Fcc tungsten, one atom in the cell, at scaled volumes of the relaxed cell. Ansatz 0.2.0, PBEsol, plane-wave PAW, scalar-relativistic, no spin polarisation, cutoff 420 eV, k mesh 18×18×18, Gaussian smearing of 0.1 eV. Energies count from the minimum of a third-order Birch-Murnaghan fit; positive pressure means compression.

| volume per atom (Å³/atom) | energy over minimum (meV/atom) | pressure (GPa) |
| --- | --- | --- |
| 14.059 | 266.9 | 49.35 |
| 14.538 | 142.2 | 34.32 |
| 15.017 | 59.4 | 21.17 |
| 15.497 | 13.8 | 9.72 |
| 15.976 | 0.1 | 0.00 |
| 16.455 | 13.1 | -8.34 |
| 16.934 | 49.1 | -15.57 |
| 17.574 | 128.0 | -23.69 |

## Squeezing meets more resistance than stretching

The cell has zero pressure at a volume of 15.976 Å³ per atom. Reducing that volume by 6 % costs 59.4 meV per atom, while increasing it by 6 % costs 49.1 meV. The pressures differ more: 21.2 GPa on compression against a tension of 15.6 GPa on expansion, a ratio of 1.36. A negative pressure in the table means that the cell is held stretched. The compressed rows are single calculations at fixed shape. Nothing is lost by this, because a one-atom fcc cell that keeps its symmetry has nothing left to relax once its volume is set.

A simple explanation blames geometry. Perhaps the bonds are ordinary springs, equally stiff in both directions, and the curve looks lopsided only because volume grows as the cube of length. Equal steps in volume are then unequal steps in bond length.

## Are the bonds constant springs?

The table can answer this once pressure is turned into a force along a bond. In the fcc structure each atom has twelve neighbours, hence six bonds per atom, because each bond is shared by two atoms. With $P$ the pressure, $V$ the volume per atom and $r$ the neighbour distance, the work done in a small change of size, shared equally among these bonds, gives an effective force per bond, positive when it pushes the atoms apart:

$$F=\frac{PV}{2r}.$$

For constant springs, $F$ must change by the same amount for every equal step in $r$. Instead, the bond stiffness falls at every step of the scan, from 7.6 eV/Å² near 2.72 Å to 4.5 eV/Å² near 2.90 Å. That is a loss of about 40 % over a modest range of bond length.

Springs to more distant neighbours would not rescue the idea. All distances in this cell scale together, so a sum of such springs is still one constant spring in $r$. Geometry does have a real effect, since constant springs would give a pressure ratio of 1.13. The computed 1.36 requires bonds that stiffen as they shorten.

## Why a shortened bond is stiffer

A metal keeps its size because an attraction and a steeper repulsion balance. At the energy minimum their forces cancel, but their contributions to the stiffness do not. The repulsion changes faster with distance, so it controls the stiffness. It grows quickly on compression and dies away quickly on stretching.

How lopsided the curve becomes therefore depends on how steep the two terms are. If the attraction varies as $r^{-p}$ and the repulsion as $r^{-q}$, expansion about the minimum shows that the bulk modulus rises with pressure at the rate

$$B'=2+\frac{p+q}{3}.$$

Steeper forces mean a larger $B'$ and a stronger contrast between squeezing and stretching. Using the rule for a real metal requires knowing both exponents, and a label for the type of bonding may not supply them.

## Two candidates for the balance

The first candidate treats the metal as an electron gas. Confining electrons raises their kinetic energy as $1/r^2$, while their Coulomb attraction to the ions deepens only as $1/r$. The second takes tungsten as a metal held together purely by its d electrons. In a simple estimate, the overlap of d orbitals on neighbouring atoms gives an attraction proportional to $r^{-5}$, and the repulsion is taken as its square, $r^{-10}$.

In both cases the repulsion has twice the exponent of the attraction, so the energy above the minimum is a perfect square. With $v=V/V_0$, where $V_0$ is the zero-pressure volume, and $B$ the bulk modulus at $V_0$,

$$E=\frac{BV_0}{2n^2}\,(v^n-1)^2,\qquad P=-\frac{B}{n}\,(v^n-1)\,v^{n-1}.$$

The electron gas has $n=-1/3$ and the pure d bond has $n=-5/3$. Constant springs belong to the same family, with $n=1/3$.

## One estimate worked through

For the electron gas the pressure is $P=3B(v^{-1/3}-1)v^{-4/3}$. At 15.017 Å³, $v=0.940$, and the part that multiplies $3B$ is $0.0208\times1.086=0.0226$. At 16.934 Å³, $v=1.060$, and it is $-0.0192\times0.925=-0.0178$. The bulk modulus cancels in the ratio of the two sizes, which is $0.0226/0.0178=1.27$.

The electron gas thus has the right direction and much of the effect, but it falls short of the computed 1.36. The pure d bond gives 1.62 and overshoots. Neither result depends on an adjusted stiffness; only the zero-pressure volume was taken from the table.

## How far the numbers decide

When the exponent $n$ and the overall strength are both adjusted to all eight pressures, the best exponent is about $-0.65$. This corresponds to $B'\approx4$, between 3 for the electron gas and 7 for the pure d bond. The fit has a typical miss of 0.09 GPa and a largest one of 0.155 GPa, at 14.538 Å³. The same curve also follows the energies to a fraction of a meV per atom, which shows that the calculated stresses and energies agree with each other.

The d-bond idea could be softened by choosing a gentler repulsion. Yet an attraction of $r^{-5}$ with any steeper power for the repulsion still gives $B'$ above 5.3. Within this family of power laws, d bonding with that distance dependence cannot carry the whole balance.

What remains open is the make-up of the real balance. Near the minimum the curve mainly fixes the sum of the two exponents, here about 6. Exponents of 2 and 4 give that sum, and so do 1 and 5. In the usual picture of transition metals, d bonding pulls the atoms together while the s and p electrons, squeezed against the ion cores, push back. Within power laws, this picture can give a $B'$ near 4 only if part of the attraction falls off more slowly than $r^{-5}$. The pull of the ions on the s and p electrons is expected to supply such a part, and d bonding may itself weaken more slowly than the simple estimate says. Testing this picture for fcc tungsten would require the energy to be separated into such parts, which this scan does not do.

## What this means for estimating a pressure

A quick estimate multiplies the bulk modulus by the relative change in volume. The fitted modulus is about 300 GPa, so a 12 % compression should need $0.12\times300=36$ GPa. The calculation gives 49 GPa, which makes the estimate about 27 % too low. For 10 % expansion the same rule gives a tension of 30 GPa instead of 24 GPa, about 27 % too high. The estimate is too low on one side and too high on the other because the resistance to a change of volume rises on compression and falls on stretching. Both the changing bond stiffness and the geometry contribute to this.

These pressures belong to an ideal fcc crystal, whereas tungsten is normally bcc. The fcc form is known to lie well above bcc in energy and to be unstable against shear near zero pressure. A scan that only changes the volume keeps the cubic shape and cannot reveal that instability. The smooth minimum therefore describes resistance to uniform squeezing and stretching, and is no evidence that fcc tungsten would keep its structure.

Numerical output:

```
fit of pressure on 8 rows: coefficient of (v**s - 1)*v**(s - 1) 462.5 +/- 0.68, s -0.65; rms 0.0897, worst 14.538 -0.155, leave-one-out rms 0.197
Bonds and misses (model less table):
     row  distance_A  bond_force_eV_per_A  interval_middle_A  bond_stiffness_eV_per_A2  Hooke_miss_GPa  gas_miss_GPa  dbond_miss_GPa  energy_miss_meV
  14.059       2.709               0.7992                n/a                       n/a          -4.469        -1.176           3.264          -0.6503
  14.538        2.74               0.5684              2.724                     7.588          -1.754       -0.5158          0.1781          -0.3889
  15.017       2.769               0.3583              2.754                      7.06         -0.1406      -0.03732         -0.9688           0.4007
  15.497       2.798                0.168              2.784                     6.517          0.4595        0.1926         -0.8251           0.3662
  15.976       2.827                    0              2.813                     5.886               0             0               0             -0.1
  16.455       2.855                -0.15              2.841                     5.362          -1.247        -0.452           1.343          -0.2686
  16.934       2.882              -0.2855              2.869                     4.937           -3.06        -1.032            3.09          -0.1539
  17.574       2.918              -0.4452                2.9                     4.454          -6.247        -2.017           5.736          0.06731
Energy at -6 % over energy at +6 % volume: 1.21
Pressure ratio -6 % to +6 % (size), table: 1.36
Same ratio, Hooke bonds: 1.129
Same ratio, electron-gas balance: 1.273
Same ratio, pure d-bond balance: 1.619
Fall of bond stiffness from first to last interval, %: 41.3
Rms pressure miss, Hooke bonds, GPa: 3.025
Rms pressure miss, electron-gas balance, GPa: 0.9371
Rms pressure miss, pure d-bond balance, GPa: 2.659
Bulk modulus from the free exponent, GPa: 300.6
Pressure derivative of bulk modulus, free exponent: 3.95
Pressure derivatives of Hooke, gas, d-bond rivals: 1, 3, 7
Lowest derivative for attraction r^-5 with steeper repulsion: 5.333
Sum of the two distance exponents, free fit: 5.85
Rms energy miss of the pressure-fitted curve, meV/atom: 0.3498
```
